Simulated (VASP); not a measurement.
# ZnH (Pm-3m) in VASP: reference runs

How does ZnH come out in PBE? The cell is run as given.

Everything below comes from runs of VASP 6.6.1. Logs are shortened: lines on timing, memory, paths and dates and some standing lists are left out, and cuts for length are marked.

## 1. The crystal as given

Symmetry: Pm-3m, No. 221, cubic system. Conventional cell: a = 2.948 Å, b = 2.948 Å, c = 2.948 Å, α = 90.00°, β = 90.00°, γ = 90.00°. Around Zn (site symmetry m-3m) lie 8 H at 2.55 Å. Around H (site symmetry m-3m) lie 8 Zn at 2.55 Å.

The cell was built by a generator and needn't be a form met in nature.

## 2. Single point, PBE

The input, INCAR:

```
SYSTEM = ZnH
ALGO = Normal
EDIFF = 1E-7
ENCUT = 520
GGA = PE
ISIF = 2
ISMEAR = -1
LASPH = .TRUE.
LCHARG = .FALSE.
LREAL = .FALSE.
LWAVE = .FALSE.
NBANDS = 14
NELM = 80
PREC = Accurate
SIGMA = 0.05
```

The input, KPOINTS:

```
k-points
0
G
  9 9 9
  0 0 0
```

The input, POSCAR:

```
ZnH
1.0
    2.9480170800      0.0000000000      0.0000000000
    0.0000000000      2.9480170800      0.0000000000
    0.0000000000      0.0000000000      2.9480170800
Zn H
1 1
Direct
    0.5000000000      0.5000000000      0.5000000000
    0.0000000000      0.0000000000      0.0000000000
```

Potentials or basis: VASP PAW PBE potentials, release 64 (Zn, H).

Started as:

```console
$ cat potpaw_PBE.64/Zn/POTCAR potpaw_PBE.64/H/POTCAR > POTCAR
$ mpirun -np 1 vasp_std > vasp.out
```

OUTCAR:

```text
SYSTEM = ZnH
   EDIFF = 1E-7
   ENCUT = 520
   GGA = PE
   ISIF = 2
   ISMEAR = -1
   LASPH = .TRUE.
   LREAL = .FALSE.
   NELM = 80
   PREC = Accurate

 ion  position               nearest neighbor table
   1  0.500  0.500  0.500-
   2  0.000  0.000  0.000-

  LATTYP: Found a simple cubic cell.
 ALAT       =     2.9480170800

  Lattice vectors:

 A1 = (   2.9480170800,   0.0000000000,   0.0000000000)
 A2 = (   0.0000000000,   2.9480170800,   0.0000000000)
 A3 = (   0.0000000000,   0.0000000000,   2.9480170800)

Analysis of symmetry for initial positions (statically):
=====================================================================
 Subroutine PRICEL returns:
 Original cell was already a primitive cell.

 Routine SETGRP: Setting up the symmetry group for a
 simple cubic supercell.

 Subroutine GETGRP returns: Found 48 space group operations
 (whereof 48 operations were pure point group operations)
 out of a pool of 48 trial point group operations.

The static configuration has the point symmetry O_h .

Analysis of symmetry for dynamics (positions and initial velocities):
=====================================================================
 Subroutine PRICEL returns:
 Original cell was already a primitive cell.

 Routine SETGRP: Setting up the symmetry group for a
 simple cubic supercell.

 Subroutine GETGRP returns: Found 48 space group operations
 (whereof 48 operations were pure point group operations)
 out of a pool of 48 trial point group operations.

The dynamic configuration has the point symmetry O_h .

 Subroutine INISYM returns: Found 48 space group operations
 (whereof 48 operations are pure point group operations),
 and found     1 'primitive' translations

----------------------------------------------------------------------------------------

                                     Primitive cell

  volume of cell :      25.6206

  direct lattice vectors                    reciprocal lattice vectors
     2.948017080  0.000000000  0.000000000     0.339211060  0.000000000  0.000000000
     0.000000000  2.948017080  0.000000000     0.000000000  0.339211060  0.000000000
     0.000000000  0.000000000  2.948017080     0.000000000  0.000000000  0.339211060

  length of vectors
     2.948017080  2.948017080  2.948017080     0.339211060  0.339211060  0.339211060

  position of ions in fractional coordinates (direct lattice)
     0.500000000  0.500000000  0.500000000
     0.000000000  0.000000000  0.000000000

  ion indices of the primitive-cell ions
   primitive index   ion index
                 1           1
                 2           2

----------------------------------------------------------------------------------------

 KPOINTS: k-points

Automatic generation of k-mesh.
 Grid dimensions read from file:
 generate k-points for:    9    9    9

 Generating k-lattice:

  Cartesian coordinates                     Fractional coordinates (reciprocal lattice)
     0.037690118  0.000000000  0.000000000     0.111111111  0.000000000  0.000000000
     0.000000000  0.037690118  0.000000000     0.000000000  0.111111111  0.000000000
     0.000000000  0.000000000  0.037690118     0.000000000  0.000000000  0.111111111

  Length of vectors
     0.037690118  0.037690118  0.037690118

  Shift w.r.t. Gamma in fractional coordinates (k-lattice)
     0.000000000  0.000000000  0.000000000

 Subroutine IBZKPT returns following result:
 ===========================================

 Found     35 irreducible k-points:

 Following reciprocal coordinates:
            Coordinates               Weight
  0.000000  0.000000  0.000000      1.000000
  0.111111  0.000000  0.000000      6.000000
  0.222222  0.000000  0.000000      6.000000
  0.333333  0.000000  0.000000      6.000000
  0.444444  0.000000  0.000000      6.000000
  0.111111  0.111111  0.000000     12.000000
[... 16 lines left out ...]
  0.333333  0.333333  0.111111     24.000000
  0.444444  0.333333  0.111111     48.000000
 [... further k-points ...]
   k-points           NKPTS =     35   k-points in BZ     NKDIM =     35   number of bands    NBANDS=     14
   number of dos      NEDOS =    301   number of ions     NIONS =      2
   total plane-waves  NPLWV =  13824
   dimension x,y,z NGX =    24 NGY =   24 NGZ =   24
   dimension x,y,z NGXF=    48 NGYF=   48 NGZF=   48
   ions per type =               1   1
   NGX,Y,Z   is equivalent  to a cutoff of  13.53, 13.53, 13.53 a.u.
   NGXF,Y,Z  is equivalent  to a cutoff of  27.07, 27.07, 27.07 a.u.
 SYSTEM =  ZnH
   PREC   = accura    normal or accurate (medium, high low for compatibility)
   ISTART =      0    job   : 0-new  1-cont  2-samecut
   ICHARG =      2    charge: 1-file 2-atom 10-const
   ISPIN  =      1    spin polarized calculation?
   LNONCOLLINEAR =      F non collinear calculations
   LSORBIT =      F    spin-orbit coupling
   LASPH  =      T    aspherical Exc in radial PAW
   ENCUT  =  520.0 eV  38.22 Ry    6.18 a.u.   5.48  5.48  5.48*2*pi/ulx,y,z
   NELM   =     80;   NELMIN=  2; NELMDL= -5     # of ELM steps
   EDIFF  = 0.1E-06   stopping-criterion for ELM
   LREAL  =      F    real-space projection
   EDIFFG = 0.1E-05   stopping-criterion for IOM
   NSW    =      0    number of steps for IOM
   IBRION =     -1    ionic relax: 0-MD 1-quasi-New 2-CG
   NFREE  =      0    steps in history (QN), initial steepest desc. (CG)
   ISIF   =      2    stress and relaxation
   ISYM   =      2    0-nonsym 1-usesym 2-fastsym
   POTIM  = 0.5000    time-step for ionic-motion
   TEBEG  =    0.0;   TEEND  =   0.0 temperature during run
   PSTRESS=    0.0 pullay stress
   NELECT =      13.0000    total number of electrons
   NUPDOWN=      -1.0000    fix difference up-down
   EMIN   =  10.00;   EMAX   =-10.00  energy-range for DOS
   EFERMI =   0.00;   METHOD = LEGACY
   ISMEAR =    -1;   SIGMA  =   0.05  broadening in eV -4-tet -1-fermi 0-gaus
   EFERMI_NEDOS =   21; number of points for ismear=-14 and -15
   IALGO  =     38    algorithm
   IMIX   =      4    mixing-type and parameters
     AMIX     =   0.40;   BMIX     =  1.00
     AMIX_MAG =   1.60;   BMIX_MAG =  1.00
  volume/ion in A,a.u.               =      12.81        86.45
  Fermi-wavevector in a.u.,A,eV,Ry     =   1.305748  2.467505 23.197623  1.704977
  Thomas-Fermi vector in A             =   2.436596
   LORBIT       =      0    0 simple, 1 ext, 2 COOP (PROOUT), +10 PAW based schemes
   GGA     = PE    functional components
   LHFCALC =     F    Hartree Fock is set to
   AEXX    =    0.0000 exact exchange contribution
   IVDW    =     0    specifies the selected vdW correction
   LEPSILON=     F    determine dielectric tensor
   LRPA    =     F    only Hartree local field effects (RPA)
 non-spin polarized calculation
  energy-cutoff  :      520.00
  volume of cell :       25.62
 maximum number of plane-waves:       739
 NGX is ok and might be reduce to    24
   NGX = 11   NGY = 11   NGZ = 11

 number of electron      12.9999993 magnetization

 Free energy of the ion-electron system (eV)
  ---------------------------------------------------
  ext. energy  EPLUGINS =         0.00000000
  ---------------------------------------------------
  free energy    TOTEN  =        -2.95956966 eV

  energy without entropy =       -2.95283768  energy(sigma->0) =       -2.95620367

 E-fermi :   0.7002     XC(G=0):  -9.8705

 val. band max:        0.6306021414   @ k =   0.4444   0.4444   0.0000
 cond. band min:       0.7832787948   @ k =   0.3333   0.2222   0.1111
 fundamental gap:      0.1526766535
 Fermi energy:         0.7001817570

 k-point     1 :       0.0000    0.0000    0.0000
  band No.  band energies     occupation
      1      -7.9727      2.00000
      2      -6.4253      2.00000
      3      -6.4253      2.00000
      4      -5.8243      2.00000
      5      -5.8243      2.00000
      6      -5.8243      2.00000
      7       5.1307      0.00000
      8       9.6088      0.00000
      9       9.6088      0.00000
     10       9.6088      0.00000
     11      12.7732      0.00000
     12      12.7732      0.00000
     13      26.3205      0.00000
     14      26.3205      0.00000

 k-point     2 :       0.1111    0.0000    0.0000
  band No.  band energies     occupation
      1      -7.7622      2.00000
      2      -6.4181      2.00000
      3      -6.3834      2.00000
      4      -5.8458      2.00000
      5      -5.8458      2.00000
      6      -5.8225      2.00000
      7       4.3657      0.00000
      8       8.5298      0.00000
      9       9.8488      0.00000
     10       9.8488      0.00000
     11      12.9510      0.00000
     12      15.0077      0.00000
     13      23.9973      0.00000
     14      24.1750      0.00000

 k-point     3 :       0.2222    0.0000    0.0000
  band No.  band energies     occupation
      1      -7.1592      2.00000
      2      -6.4000      2.00000
      3      -6.2505      2.00000
      4      -5.8996      2.00000
      5      -5.8996      2.00000
      6      -5.8178      2.00000
      7       2.2959      0.00000
      8       7.9944      0.00000
      9      10.5503      0.00000
     10      10.5503      0.00000
     11      13.4890      0.00000
     12      18.4236      0.00000
     13      21.1411      0.00000
     14      21.1411      0.00000
[... 324 lines left out ...]
 k-point    23 :       0.3333    0.3333    0.1111
  band No.  band energies     occupation
      1      -6.3905      2.00000
      2      -6.2306      2.00000
      3      -5.9860      2.00000
      4      -5.9777      2.00000
      5      -5.8989      2.00000
      6      -3.7085      2.00000
      7       1.1300      0.00037
      8       3.0279      0.00000
      9       7.2526      0.00000
     10      11.1351      0.00000
     11      14.8008      0.00000
     12      17.2268      0.00000
     13      19.1907      0.00000
     14      21.3481      0.00000

 k-point    24 :       0.4444    0.3333    0.1111
  band No.  band energies     occupation
      1      -6.4408      2.00000
      2      -6.2104      2.00000
      3      -6.0187      2.00000
      4      -5.9707      2.00000
      5      -5.8155      2.00000
      6      -2.3561      2.00000
      7      -0.2259      2.00000
      8       3.4864      0.00000
      9       5.5937      0.00000
     10      12.1592      0.00000
     11      13.6803      0.00000
     12      17.7062      0.00000
     13      19.3259      0.00000
     14      20.1242      0.00000

 [... further k-points ...]

------------------------ aborting loop because EDIFF is reached ----------------------------------------

  FORCE on cell =-STRESS in cart. coord.  units (eV):
  Direction    XX          YY          ZZ          XY          YZ          ZX
  --------------------------------------------------------------------------------------
  -------------------------------------------------------------------------------------
  Total       -1.5632318     -1.5632318     -1.5632318      0.0000000      0.0000000     -0.0000000
  in kB      -97.7561244    -97.7561244    -97.7561244      0.0000000      0.0000000     -0.0000000
  external PRESSURE =     -97.7561244 kB  Pullay stress =       0.0000000 kB

 VOLUME and BASIS-vectors are now :
 -----------------------------------------------------------------------------
  energy-cutoff  :      520.00
  volume of cell :       25.62
      direct lattice vectors                 reciprocal lattice vectors
     2.948017080  0.000000000  0.000000000     0.339211060  0.000000000  0.000000000
     0.000000000  2.948017080  0.000000000     0.000000000  0.339211060  0.000000000
     0.000000000  0.000000000  2.948017080     0.000000000  0.000000000  0.339211060

 POSITION                                       TOTAL-FORCE (eV/Angst)
 -----------------------------------------------------------------------------------
      1.47401      1.47401      1.47401         0.000000      0.000000      0.000000
      0.00000      0.00000      0.00000         0.000000      0.000000      0.000000
 -----------------------------------------------------------------------------------
    total drift:                                0.000000     -0.000000     -0.000000

  FREE ENERGIE OF THE ION-ELECTRON SYSTEM (eV)
  ---------------------------------------------------
  free  energy   TOTEN  =        -2.9595696593 eV

  energy  without entropy=       -2.9528376807  energy(sigma->0) =       -2.95620367
```

It took 7.1 s on 1 thread of Intel Xeon 6975P-C (Granite Rapids), shared host; peak memory 0.13 GiB.

Results:

* Free energy: -2.9596 eV
* Pressure: -9.8 GPa
* Band gap on the k mesh: none (metal or under the smearing width)
